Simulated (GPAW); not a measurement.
Runs of GPAW 26.7.0 on SnO2 (Cassiterite). The structure is tetragonal, space group P4_2/mnm (No. 136). Conventional cell: a = 4.738 Å, b = 4.738 Å, c = 3.187 Å, α = 90.00°, β = 90.00°, γ = 90.00°. Sn (site symmetry mmm) has 6 O at 2.05 to 2.06 Å as nearest neighbours. O (site symmetry m2m) is surrounded by 3 Sn at 2.05 to 2.06 Å. 

```tsv
task	level	potentials or basis	spin	cell	k mesh	maxiter	optimizer	fmax	max steps	k mesh for the Wannier functions	other keys	gap on the mesh (eV)	pressure (GPa)	relaxed volume (Å³/atom)	largest force (eV/Å)
relaxation of cell and atoms	PBE+D4	GPAW PAW data sets (gpaw-data 1.2.1), pw	off	relaxed	4 × 4 × 5	150	FIRE	0.02 eV/Å	60	-	-	0.98	0.1	(a)	0.01
wannier90	RPBE	the program's PAW data sets (release 1.2.1) made for this functional, pw	off	as given	3 × 3 × 4	50	-	-	-	3 × 3 × 4	several, not listed	1.40	14.2	-	(b)
relaxation of cell and atoms	mBEEF	GPAW PAW data sets (gpaw-data 1.2.1), pw	off	relaxed	4 × 4 × 5	150	LBFGS	0.05 eV/Å	100	-	-	1.81	-0.1	12.08	0.02
band structure	OLYP	PAW data sets generated in the run's folder for this functional, pw	SOC, no magnetisation	as given	4 × 4 × 5	150	-	-	-	-	-	1.49	10.5	-	0.20
```

Alike in all rows: cutoff (eV) 800; smearing fermi-dirac 0.05 eV; the mesh is coarse, so values aren't converged.

Question: Estimate the missing entries.

Answer: (a) 12.24; (b) 0.30.

Caveats: some runs use coarse meshes; spin-orbit coupling is left out, which moves the levels of the heavy elements (some runs); later steps reuse the first step's grids (some runs); the PAW data sets were made with another functional, which shifts forces and pressure a little (some runs); spin-orbit coupling was added after a scalar SCF, so levels and gaps hold it while energy, forces, pressure and moments don't (some runs); this program's spin-orbit splittings come out too wide for heavy elements (some runs).

A k mesh can miss the band edges, and rows without SOC leave out spin-orbit coupling on Sn.
